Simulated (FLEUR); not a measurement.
Computed results, one entry a study.

```cif
data_ni
_symmetry_space_group_name_H-M 'P 1'
_symmetry_Int_Tables_number 1
_cell_length_a 2.4800
_cell_length_b 2.4800
_cell_length_c 14.0000
_cell_angle_alpha 90.000
_cell_angle_beta 90.000
_cell_angle_gamma 120.000
_cell_volume 74.57
loop_
_atom_site_label
_atom_site_type_symbol
_atom_site_fract_x
_atom_site_fract_y
_atom_site_fract_z
_atom_site_occupancy
Ni1 Ni 0.00000 0.00000 0.50000 1
_calc_subject 'Collinear magnetic orders of free-standing triangular Ni monolayer, spacing 2.48 A with FLEUR'
_calc_method 'PBE; all-electron FLAPW film, Dirac cores, scalar-relativistic bands (and 1 further level or step)'
_calc_program 'FLEUR MaX-R8.1'
_calc_settings_of_one_run 'kmax 3.68 1/bohr, gmax 11 1/bohr, muffin tin radii Ni: 2.23 bohr, lmax Ni: [8, 6], Gaussian occupations, smearing width 0.08 eV, mixer Anderson, mixing 0.03, max iterations 120, stop 2.00e-5 me/bohr³, film mode on, collinear spin, 16×16×1 k-mesh, mesh matched on, starting moments 1 μB'
_calc_cost '5 runs, 2.4 min in all on 4 MPI ranks of Arm Neoverse V2, shared host (the runs of this entry)'
_calc_notes 'The run is spin-polarised, with a total moment of 0.93 μB a cell. Only 3 starts were tried; other patterns of signs, canted and longer-period orders were not.'
_calc_lowest_state_found 'ferromagnetic (initial ferro +)'
_calc_largest_site_spin_moment '0.981 μB'
_calc_next_finished_state 'antiferromagnetic, 84.0 meV a seeded atom higher'
_calc_energy_gained_by_spin_polarisation '123 meV a seeded atom'
_calc_orbital_moment_on_the_atom_of_largest_spin_along_its_spin_spin_orbit_run '0.0774 μB'
```

[Logs and program files are shortened in this print: banners, set-up blocks, solver, clock and traceback lines can be left out without a mark of their own.]

[Logs are printed without paths, hosts, clocks, repeated set-up lines and the standing remarks that a program may print on its own settings, such as how far it seeks lower states.]

[Hosts, paths, dates, database ids (printed as entryN), source tags and the programs' standing remarks are cut or masked in the printed files.]

[Where a cell is said to come from a database of computed structures, the database is the Materials Project.]
